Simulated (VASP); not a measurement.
## BaTe in VASP 6.6.1, single-point calculation

INCAR

```
IVDW = 12
ENCUT = 520
LASPH = .TRUE.
ISIF = 2
IBRION = -1
ISMEAR = -1
SIGMA = 0.02
LWAVE = .FALSE.
NSW = 0
NBANDS = 15
LREAL = .FALSE.
GGA = PE
PREC = Accurate
LCHARG = .FALSE.
EDIFF = 1E-7
NELM = 120
```

KPOINTS

```
KPOINTS created by Atomic Simulation Environment
0
Gamma
6 6 6
0 0 0
```

POSCAR

```
Ba Te
 1.0000000000000000
     0.0000000000000000    3.5323793129999999    3.5323793129999999
     3.4366518336000000    0.0000000000000000    3.5323793129999999
     3.4366518336000000    3.5323793129999999    0.0000000000000000
 Ba  Te
   1   1
Cartesian
  0.0000000000000000  0.0000000000000000  0.0000000000000000
  3.4366518336000000  3.5323793129999994  3.5323793129999994
```

The recommended PBE PAW datasets give the neutral cell 16 valence electrons.

Command

```
mpirun -np 1 vasp_std
```

OSZICAR

```
N       E                     dE             d eps       ncg     rms          rms(c)
DAV:   1     0.823440473067E+02    0.82344E+02   -0.62235E+03   900   0.890E+02
DAV:   2    -0.354957368239E+01   -0.85894E+02   -0.77813E+02  1191   0.153E+02
DAV:   3    -0.859239389888E+01   -0.50428E+01   -0.50029E+01  1264   0.397E+01
DAV:   4    -0.870755909354E+01   -0.11517E+00   -0.11511E+00  1100   0.612E+00
DAV:   5    -0.871024001275E+01   -0.26809E-02   -0.26808E-02  1340   0.785E-01    0.372E+00
DAV:   6    -0.859899815564E+01    0.11124E+00   -0.12670E-01  1068   0.179E+00    0.245E+00
DAV:   7    -0.860082510510E+01   -0.18269E-02   -0.10919E-01  1117   0.185E+00    0.827E-01
DAV:   8    -0.860703619670E+01   -0.62111E-02   -0.14265E-02   942   0.798E-01    0.203E-01
DAV:   9    -0.860741654939E+01   -0.38035E-03   -0.74480E-04  1243   0.179E-01    0.648E-02
DAV:  10    -0.860764331374E+01   -0.22676E-03   -0.35158E-04   977   0.128E-01    0.238E-02
DAV:  11    -0.860765719527E+01   -0.13882E-04   -0.40444E-05  1160   0.352E-02    0.224E-02
DAV:  12    -0.860765345642E+01    0.37388E-05   -0.12775E-05  1075   0.187E-02    0.122E-02
DAV:  13    -0.860765416934E+01   -0.71292E-06   -0.83633E-07  1054   0.572E-03    0.178E-03
DAV:  14    -0.860765428786E+01   -0.11852E-06   -0.26347E-08   793   0.101E-03    0.454E-04
DAV:  15    -0.860765437580E+01   -0.87937E-07   -0.86423E-09   611   0.606E-04
   1 F= -.92315086E+01 E0= -.92315086E+01  d E =-.142280E-11
```

Standard output (part)

```
POSCAR found type information on POSCAR BaTe
 POSCAR found :  2 types and       2 ions
 LDA part: xc-table for (Slater+PW92), standard interpolation
 POSCAR, INCAR and KPOINTS ok, starting setup
 WAVECAR not read
 entering main loop
```

From OUTCAR

```
k-points           NKPTS =     30   k-points in BZ     NKDIM =     30   number of bands    NBANDS=     15

   NELECT =      16.0000    total number of electrons

   dimension x,y,z NGX =    40 NGY =   40 NGZ =   40
   dimension x,y,z NGXF=    80 NGYF=   80 NGZF=   80

  energy-cutoff  :      520.00
  volume of cell :       85.76
      direct lattice vectors                 reciprocal lattice vectors
     0.000000000  3.532379313  3.532379313    -0.145490444  0.141547653  0.141547653
     3.436651834  0.000000000  3.532379313     0.145490444 -0.141547653  0.141547653
     3.436651834  3.532379313  0.000000000     0.145490444  0.141547653 -0.141547653

 k-points in reciprocal lattice and weights: KPOINTS created by Atomic Simulation Env
   0.00000000  0.00000000  0.00000000       0.005
   0.16666667 -0.00000000 -0.00000000       0.037
   0.33333333 -0.00000000 -0.00000000       0.037
   0.50000000 -0.00000000 -0.00000000       0.019
   0.16666667  0.16666667  0.00000000       0.019
   0.33333333  0.16666667 -0.00000000       0.074
   0.50000000  0.16666667  0.00000000       0.074
  -0.33333333  0.16666667  0.00000000       0.074
   ...

 E-fermi :   2.7657

 k-point     1 :       0.0000    0.0000    0.0000
  band No.  band energies     occupation
      1     -24.7417      2.00000
      2      -9.8988      2.00000
      3      -9.8929      2.00000
      4      -9.8929      2.00000
      5      -7.2662      2.00000
      6       2.2529      2.00000
      7       2.2529      2.00000
      8       2.3284      2.00000
      9       5.1433      0.00000
     10       5.1472      0.00000
     11       5.1472      0.00000
     12       5.3188      0.00000
     13       5.7604      0.00000
     14       5.9290      0.00000
     15       9.2668      0.00000

 k-point     2 :       0.1667   -0.0000   -0.0000
  band No.  band energies     occupation
      1     -24.7383      2.00000
      2     -10.0166      2.00000
      3      -9.8977      2.00000
      4      -9.8976      2.00000
      5      -7.0716      2.00000
      6       1.4747      2.00000
      7       1.8829      2.00000
      8       1.9133      2.00000
      9       5.2409      0.00000
     10       5.4984      0.00000
     11       5.5878      0.00000
     12       6.1986      0.00000
     13       6.4998      0.00000
     14       6.7431      0.00000
     15      10.0905      0.00000

 k-point     3 :       0.3333   -0.0000   -0.0000
  band No.  band energies     occupation
      1     -24.7317      2.00000
      2     -10.2245      2.00000
      3      -9.9068      2.00000
      4      -9.9002      2.00000
      5      -6.7044      2.00000
      6       0.4458      2.00000
      7       1.3570      2.00000
      8       1.3582      2.00000
      9       5.6801      0.00000
     10       6.3920      0.00000
     11       6.4125      0.00000
     12       7.5864      0.00000
     13       8.1099      0.00000
     14       8.3750      0.00000
     15      10.3314      0.00000

 ...

  Total       0.71572    -0.36759    -0.36759    -0.00000     0.00000    -0.00000
  in kB      13.37060    -6.86716    -6.86716    -0.00000     0.00000    -0.00000
  external pressure =       -0.12 kB  Pullay stress =        0.00 kB

 POSITION                                       TOTAL-FORCE (eV/Angst)
 -----------------------------------------------------------------------------------
      0.00000      0.00000      0.00000        -0.000000      0.000000     -0.000000
      3.43665      3.53238      3.53238         0.000000     -0.000000      0.000000
 -----------------------------------------------------------------------------------
    total drift:                                0.000000     -0.000000     -0.000000

  FREE ENERGIE OF THE ION-ELECTRON SYSTEM (eV)
  ---------------------------------------------------
  free  energy   TOTEN  =        -9.2315086081 eV

  energy  without entropy=       -9.2315086081  energy(sigma->0) =       -9.23150861
```

It converged. Results: gap between bands v and c on the k mesh 1.47 eV; least direct gap on the k mesh 1.85 eV; pressure 0.0 GPa. Band v is the last that the valence electrons fill when counted band by band, and c is the next.

For comparison, a separate PBE run of the intended cell, on usual settings and not on those above, gives a gap of 1.47 eV on its mesh and a pressure of 1.2 GPa.

The run above took about 42 s on one core of a shared host (Intel Xeon Platinum 8488C) and held 0.24 GiB at most.
